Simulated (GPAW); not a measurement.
# Na2S (Fm-3m) in GPAW: reference runs

Reference runs on Na2S: the cell as given and a disturbed copy.

Everything below comes from runs of GPAW 26.7.0. Logs are shortened: lines on timing, memory, paths and dates and some standing lists are left out, and cuts for length are marked. The log counts tension as positive stress, the text compression.

## Step 1: The structure

Symmetry: Fm-3m, No. 225, cubic system. Conventional cell: a = 6.547 Å, b = 6.547 Å, c = 6.547 Å, α = 90.00°, β = 90.00°, γ = 90.00°. S (site symmetry m-3m) is surrounded by 8 Na at 2.83 Å. Na (site symmetry -43m) is surrounded by 4 S at 2.83 Å.

## Step 2: Single point, PBE

Input file run.py:

```python
from ase import Atoms
from ase.dft.bandgap import bandgap
from ase.io import write
from ase.units import Bohr, GPa
from gpaw import GPAW, PW
from gpaw.elf import elf_from_dft_calculation

atoms = Atoms(['S', 'Na', 'Na'],
              cell=[[0.0, 3.2735, 3.2735],
                    [3.2735, 0.0, 3.2735],
                    [3.2735, 3.2735, 0.0]],
              scaled_positions=[[0.0, 0.0, 0.0],
                                [0.75, 0.75, 0.75],
                                [0.25, 0.25, 0.25]],
              pbc=True)

calc = GPAW(mode=PW(800),
            xc='PBE',
            kpts={'size': (7, 7, 7), 'gamma': True},
            occupations={'name': 'fermi-dirac', 'width': 0.05},
            nbands=20,
            convergence={'density': 1e-05, 'energy': 1e-05},
            maxiter=150,
            txt='gpaw.txt')
atoms.calc = calc
energy = atoms.get_potential_energy()
forces = atoms.get_forces()
stress = atoms.get_stress()
calc.write('gs.gpw')
write('result.traj', atoms)
print(f'Energy: {energy:.6f} eV')
print('Forces (eV/A):')
print(forces.round(4))
print('Stress (GPa):', (stress / GPa).round(3))
print('Fermi level:', round(calc.get_fermi_level(), 4), 'eV')
print(f'Gap: {bandgap(calc)[0]:.4f} eV, direct: {bandgap(calc, direct=True)[0]:.4f} eV')

# fields on the real-space grid
write('density.cube', atoms, data=calc.get_pseudo_density() * Bohr**3)
write('potential.cube', atoms, data=calc.get_electrostatic_potential())
write('elf.cube', atoms, data=elf_from_dft_calculation(calc).data)
```

Potentials or basis: GPAW PAW data sets (gpaw-data 1.2.1), pw.

On the command line:

```
$ OMP_NUM_THREADS=1 python run.py
```

gpaw.txt:

```text
__  _  _
 | _ |_)|_||  |
 |__||  | ||/\| - 26.7.0

Input parameters:
  mode=PW(ecut=800.0),
  convergence={'density': 1e-05, 'energy': 1e-05},
  kpts=MonkhorstPack(size=(7, 7, 7), gamma=True),
  maxiter=150,
  nbands=20,
  occupations=Occupations(name='fermi-dirac', width=0.05),
  xc=XC(name='PBE')

Diagonalizing LCAO Hamiltonian
Converting LCAO to pw mode

                      Na

            Na

       S

Atoms  # Å, Bohr magnetons
|   | symbol |        x |        y |        z |    initial magnetic moments |
|---|--------|----------|----------|----------|-----------------------------|
| 0 |      S | 0.000000 | 0.000000 | 0.000000 | ( 0.0000,  0.0000,  0.0000) |
| 1 |     Na | 4.910250 | 4.910250 | 4.910250 | ( 0.0000,  0.0000,  0.0000) |
| 2 |     Na | 1.636750 | 1.636750 | 1.636750 | ( 0.0000,  0.0000,  0.0000) |

Unit cell  # Å
| periodic |        x |        y |        z |  lengths |    angles |
|----------|----------|----------|----------|----------|-----------|
|      yes | 0.000000 | 3.273500 | 3.273500 | 4.629428 | 60.000000 |
|      yes | 3.273500 | 0.000000 | 3.273500 | 4.629428 | 60.000000 |
|      yes | 3.273500 | 3.273500 | 0.000000 | 4.629428 | 60.000000 |

Number of symmetries: 48
Symmetry operations  # r_c * U_cc + t_c -> r_c
|    | kind |            matrix            |
|----|------|------------------------------|
|  0 |  σ   |  1, 0, 0,  1, 0,-1,  1,-1, 0 |
|  1 |  C2  |  1, 0, 0,  1,-1, 0,  1, 0,-1 |
|  2 |  E   |  1, 0, 0,  0, 1, 0,  0, 0, 1 |
|  3 |  σ   |  1, 0, 0,  0, 0, 1,  0, 1, 0 |
|  4 |  C4  |  1, 0,-1,  1, 0, 0,  1,-1, 0 |
|  5 |  S6  |  1, 0,-1,  1,-1, 0,  1, 0, 0 |
|  6 |  σ   |  1, 0,-1,  0, 1,-1,  0, 0,-1 |
|  7 |  C3  |  1, 0,-1,  0, 0,-1,  0, 1,-1 |
|  8 |  S6  |  1,-1, 0,  1, 0, 0,  1, 0,-1 |
|  9 |  C4  |  1,-1, 0,  1, 0,-1,  1, 0, 0 |
| 10 |  C3  |  1,-1, 0,  0,-1, 1,  0,-1, 0 |
| 11 |  σ   |  1,-1, 0,  0,-1, 0,  0,-1, 1 |
| 12 |  σ   |  0, 1, 0,  1, 0, 0,  0, 0, 1 |
| 13 |  C4  |  0, 1, 0,  0, 1,-1, -1, 1, 0 |
| 14 |  C3  |  0, 1, 0,  0, 0, 1,  1, 0, 0 |
| 15 |  S6  |  0, 1, 0, -1, 1, 0,  0, 1,-1 |
| 16 |  C2  |  0, 1,-1,  1, 0,-1,  0, 0,-1 |
| 17 |  σ   |  0, 1,-1,  0, 1, 0, -1, 1, 0 |
| 18 |  S4  |  0, 1,-1,  0, 0,-1,  1, 0,-1 |
| 19 |  C4  |  0, 1,-1, -1, 1, 0,  0, 1, 0 |
| 20 |  C3  |  0, 0, 1,  1, 0, 0,  0, 1, 0 |
| 21 |  σ   |  0, 0, 1,  0, 1, 0,  1, 0, 0 |
| 22 |  S6  |  0, 0, 1,  0,-1, 1, -1, 0, 1 |
| 23 |  C4  |  0, 0, 1, -1, 0, 1,  0,-1, 1 |
| 24 |  S4  |  0, 0,-1,  1, 0,-1,  0, 1,-1 |
| 25 |  C3  |  0, 0,-1,  0, 1,-1,  1, 0,-1 |
| 26 |  C2  |  0, 0,-1,  0,-1, 0, -1, 0, 0 |
| 27 |  S6  |  0, 0,-1, -1, 0, 0,  0,-1, 0 |
| 28 |  S4  |  0,-1, 1,  1,-1, 0,  0,-1, 0 |
| 29 |  C4  |  0,-1, 1,  0, 0, 1, -1, 0, 1 |
| 30 |  C2  |  0,-1, 1,  0,-1, 0,  1,-1, 0 |
| 31 |  σ   |  0,-1, 1, -1, 0, 1,  0, 0, 1 |
| 32 |  C3  |  0,-1, 0,  1,-1, 0,  0,-1, 1 |
| 33 |  S6  |  0,-1, 0,  0, 0,-1, -1, 0, 0 |
| 34 |  S4  |  0,-1, 0,  0,-1, 1,  1,-1, 0 |
| 35 |  C2  |  0,-1, 0, -1, 0, 0,  0, 0,-1 |
| 36 |  C2  | -1, 1, 0,  0, 1, 0,  0, 1,-1 |
| 37 |  S6  | -1, 1, 0,  0, 1,-1,  0, 1, 0 |
| 38 |  S4  | -1, 1, 0, -1, 0, 1, -1, 0, 0 |
| 39 |  C3  | -1, 1, 0, -1, 0, 0, -1, 0, 1 |
| 40 |  S6  | -1, 0, 1,  0, 0, 1,  0,-1, 1 |
| 41 |  C2  | -1, 0, 1,  0,-1, 1,  0, 0, 1 |
| 42 |  C3  | -1, 0, 1, -1, 1, 0, -1, 0, 0 |
| 43 |  S4  | -1, 0, 1, -1, 0, 0, -1, 1, 0 |
| 44 |  C2  | -1, 0, 0,  0, 0,-1,  0,-1, 0 |
| 45 |  i   | -1, 0, 0,  0,-1, 0,  0, 0,-1 |
| 46 |  σ   | -1, 0, 0, -1, 1, 0, -1, 0, 1 |
| 47 |  C2  | -1, 0, 0, -1, 0, 1, -1, 1, 0 |

BZ-sampling:
  Number of BZ points: 343
  Number of IBZ points: 20

  Monkhorst-Pack size: [7, 7, 7]
  Monkhorst-Pack shift: [0, 0, 0]

K-points  # in reciprocal-cell coordinates
|     |                                coordinates |     weight |
|-----|--------------------------------------------|------------|
|   0 | (  0.00000000,   0.00000000,   0.00000000) | 0.00291545 |
|   1 | (  0.14285714,   0.14285714,   0.00000000) | 0.01749271 |
|   2 | (  0.14285714,   0.14285714,   0.14285714) | 0.02332362 |
|   3 | (  0.28571429,   0.14285714,   0.14285714) | 0.03498542 |
|   4 | (  0.28571429,   0.28571429,   0.00000000) | 0.01749271 |
|   5 | (  0.28571429,   0.28571429,   0.14285714) | 0.06997085 |
|   6 | (  0.28571429,   0.28571429,   0.28571429) | 0.02332362 |
|   7 | (  0.42857143,  -0.28571429,  -0.28571429) | 0.03498542 |
|   8 | (  0.42857143,   0.28571429,  -0.42857143) | 0.13994169 |
|   9 | (  0.42857143,   0.28571429,  -0.28571429) | 0.06997085 |
| ... |                                            |            |
|  19 | (  0.42857143,   0.42857143,   0.42857143) | 0.02332362 |

Plane wave coefficients: 3647
Cutoff: 800.0 eV

Spin-components: 1 (collinear spins)
Bands:           20
Projectors:      15
Spin-degeneracy: 2
Datatype:        complex128

Parallelization:
  kpt:    1
  domain: 1
  band:   1

Density:
  Valence electrons: 20.0
  Components: 1
  Grid points: [32 32 32]
  Charge: 0.0  # |e|

Potential:
  Grid points: [32 32 32]

species:
  S:
    name:    Sulfur
    Z:       16.0
    valence: 6
    core:    10
    charge:  0.0  # [|e|]
    compensation charges:
      type: gauss
      rc: 0.24  # [Å]
      lmax: 2
    cutoffs:
      filter: 1.77  # [Å]
      core: 1.66  # [Å]
    projectors
    | kind |    occ | energy [eV] | rcut [Å] |
    |------|--------|-------------|----------|
    |   3s |  2.000 |     -17.254 |    0.974 |
    |   3p |  4.000 |      -7.008 |    0.979 |
    |    s |        |       9.957 |    0.974 |
    |    p |        |      20.203 |    0.979 |
    |    d |        |       0.000 |    0.900 |

    Using partial waves for S as LCAO basis

  Na:
    name:    Sodium
    Z:       11.0
    valence: 7
    core:    4
    charge:  0.0  # [|e|]
    compensation charges:
      type: gauss
      rc: 0.37  # [Å]
      lmax: 2
    cutoffs:
      filter: 2.17  # [Å]
      core: 2.59  # [Å]
    projectors
    | kind |    occ | energy [eV] | rcut [Å] |
    |------|--------|-------------|----------|
    |   3s |  1.000 |      -2.744 |    1.201 |
    |   2p |  6.000 |     -28.672 |    1.217 |
    |   3p |  0.000 |      -0.743 |    1.217 |
    |    s |        |      24.468 |    1.201 |
    |    d |        |       0.000 |    1.238 |

    Using partial waves for Na as LCAO basis

Reference energy: -19694.840893  # eV

eigensolver:
  PPCG
  Converge bands: occupied
  niter=2

density mixing:
  MSR1-Mixer
  Pratt-step length: 0.05
  Maximum mixing coefficient: 0.75
  Old densities: 10
  SVD Regularization: 0.005
  Good broyden scale: 1.0
  Trust region scale: 1.0
  Backstep threshold: 4.0
  History deletion threshold: 6.0
  Fourier metric: weight=20.0, sigma=0.015

occupation numbers:
  Fermi-Dirac:
    width: 0.0500  # eV

poisson solver:
  ecut: 6400.0  # eV

xc functional:
  name: PBE with 2 nearest neighbor stencil

convergence criteria:
- Maximum integral of absolute [dens]ity change: 1e-05 electrons / valence electron
- Maximum [total energy] change in last 3 cyles: 1e-05 eV / valence electron
- Maximum integral of absolute [eigenst]ate change: 4e-08 eV^2 / valence electron
maximum number of iterations: 150

SCF iterations
|iter     | |      energy | eigst |  dens |
|---------|-|-------------|-------|-------|
|iter:   1| |  -10.415287 | -0.55 |       |
|iter:   2| |  -10.316071 | -2.94 | -1.13 |
|iter:   3| |   -9.991067 | -2.15 | -1.17 |
|iter:   4| |   -9.997542 | -3.78 | -1.69 |
|iter:   5| |  -10.000202 | -4.00 | -2.08 |
|iter:   6| |  -10.000298 | -5.55 | -3.10 |
|iter:   7| |  -10.000322c| -6.31 | -3.46 |
|iter:   8| |  -10.000322c| -8.08c| -4.47 |
|iter:   9| |  -10.000322c| -8.39c| -5.07c|

Converged in 9 steps
Energy contributions relative to reference atoms: (reference = -19694.840893)

Energy contributions:
  Kinetic:          12.279987
  Coulomb:         -11.457618
  Zero:              0.050611
  External:          0.000000
  Xc:              -10.873303
  Entropy:          -0.000000
  Spinorbit:         0.000000
  ----------------------------
  Free energy:     -10.000322
  Extrapolated:    -10.000322

dipole moment: (-20.965858, -20.965858, -20.965858)  # |e|*Ang

Fermi level: 1.351
Eigenvalues  # (at kpt = [0.000, 0.000, 0.000])
| band index |      eig [eV] | occ [0-2] |
|------------|---------------|-----------|
|          0 |       -21.971 |     2.000 |
|        ... |               |           |
|          2 |       -21.971 |     2.000 |
|          3 |       -21.918 |     2.000 |
|          4 |       -21.918 |     2.000 |
|          5 |       -21.918 |     2.000 |
|          6 |        -9.875 |     2.000 |
|          7 |         0.267 |     2.000 |
[... 8 lines left out ...]
|         16 |        11.494 |     0.000 |
|         17 |        11.494 |     0.000 |
|        ... |               |           |
|         19 |        13.679 |     0.000 |

Gap: 2.487 eV
Transition (v -> c):
  (s=0, k=0, n=9, [0.00, 0.00, 0.00]) -> (s=0, k=0, n=10, [0.00, 0.00, 0.00])
No difference between direct/indirect transitions

Forces  # eV/Ang
|        x |        y |        z |
|----------|----------|----------|
|  0.00000 | -0.00000 | -0.00000 |  # S    0
| -0.00000 | -0.00000 |  0.00000 |  # Na   1
|  0.00000 |  0.00000 |  0.00000 |  # Na   2

Stress tensor  # eV/Ang^3
|         x |         y |         z |
|-----------|-----------|-----------|
| -0.001549 |  0.000000 |  0.000000 |
|  0.000000 | -0.001549 | -0.000000 |
|  0.000000 | -0.000000 | -0.001549 |

# Writing to gs.gpw (mode='')
```

Wall time 21 s (1 thread of Arm Neoverse V2, shared host); peak memory 0.21 GiB.

Results:

- Free energy: -10.0003 eV
- Pressure: 0.2 GPa
- Band gap on the k mesh: 2.49 eV, direct

## Step 3: Single point, PBE (atoms moved at random, drawn with an rms of 0.05 Å)

run.py: that of step 2 with these lines changed.

```diff
@@ -3,5 +3,4 @@
 from ase.io import write
-from ase.units import Bohr, GPa
+from ase.units import GPa
 from gpaw import GPAW, PW
-from gpaw.elf import elf_from_dft_calculation
 
@@ -11,5 +10,5 @@
                     [3.2735, 3.2735, 0.0]],
-              scaled_positions=[[0.0, 0.0, 0.0],
-                                [0.75, 0.75, 0.75],
-                                [0.25, 0.25, 0.25]],
+              scaled_positions=[[0.002451, -0.004176, -0.000457],
+                                [0.742865, 0.746761, 0.758816],
+                                [0.263686, 0.242064, 0.242393]],
               pbc=True)
@@ -36,6 +35 @@
 print(f'Gap: {bandgap(calc)[0]:.4f} eV, direct: {bandgap(calc, direct=True)[0]:.4f} eV')
-
-# fields on the real-space grid
-write('density.cube', atoms, data=calc.get_pseudo_density() * Bohr**3)
-write('potential.cube', atoms, data=calc.get_electrostatic_potential())
-write('elf.cube', atoms, data=elf_from_dft_calculation(calc).data)
```

Potentials or basis: GPAW PAW data sets (gpaw-data 1.2.1), pw.

On the command line:

```
$ OMP_NUM_THREADS=1 python run.py
```

Wall time 2.7 min (1 thread of Arm Neoverse V2, shared host); peak memory 0.5 GiB.

The run converged. Its results:

| Item | Value |
| --- | --- |
| Free energy | -9.9945 eV |
| Pressure | 0.3 GPa |
| Largest force | 0.134 eV/Å |
| Band gap on the k mesh | 2.46 eV, direct |

Forces in eV/Å, atoms in the order of the input:
```
S   -0.005  0.017 -0.003
Na  -0.100  0.017  0.080
Na   0.104 -0.034 -0.077
```

Stress tensor (GPa, compression positive):
```
 0.28 -0.16 -0.05
-0.16  0.27  0.21
-0.05  0.21  0.28
```

Levels at points of the mesh, in eV from the valence-band top:
```tsv
k point	band 8	band 9	band 10	band 11	band 12	band 13
(0.00, 0.00, 0.00)	-0.06	-0.02	0.00	2.46	7.69	7.69
```
